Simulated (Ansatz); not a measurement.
The system is KF.

```
CELL_PARAMETERS angstrom
3.25895 0.00000 0.00000
0.00000 3.25895 0.00000
0.00000 0.00000 3.25895
ATOMIC_POSITIONS crystal
K 0.98110 0.00932 0.00751
F 0.52554 0.43505 0.48927
```

The cell comes from a database or a generator and needn't be the stable form of this composition.

The cell isn't the ideal one: atoms moved at random, drawn with an rms of 0.15 Å.

- Program: Ansatz 0.2.0
- Task: relaxation of the atoms
- Functional: PBEsol
- Dispersion: D4
- Potentials or basis: Ansatz PAW earlier set
- Cutoff: 1050 eV
- Density cutoff: 4200 eV
- k mesh: 6 × 6 × 6
- Occupations: fermi-dirac, width 0.05 eV
- Spin: no spin polarisation

At the start: volume 17.31 Å³/atom.

**Question.** Where does the relaxation end?

**Answer.** Over 4 steps the energy falls by 12.6 meV/atom; space group Pm-3m (No. 221, to 0.05 Å).

The path:
```tsv
step	energy change (eV)	largest force (eV/Å)
1	0.0000	0.2087
2	-0.0161	0.1087
3	-0.0252	0.0085
4	-0.0252	0.0085
```

Final structure:
```cif
data_structure
_symmetry_space_group_name_H-M 'P 1'
_symmetry_Int_Tables_number 1
_cell_length_a 3.2590
_cell_length_b 3.2590
_cell_length_c 3.2590
_cell_angle_alpha 90.000
_cell_angle_beta 90.000
_cell_angle_gamma 90.000
_cell_volume 34.61
loop_
_atom_site_label
_atom_site_type_symbol
_atom_site_fract_x
_atom_site_fract_y
_atom_site_fract_z
_atom_site_occupancy
K1 K 0.00192 0.97429 0.99902 1
F1 F 0.50472 0.47009 0.49776 1
```

Caveat: the PAW data sets come from PBE, with cores solved anew for the run's functional, which leaves a small shift of forces and pressure; the thresholds are loose for stress.
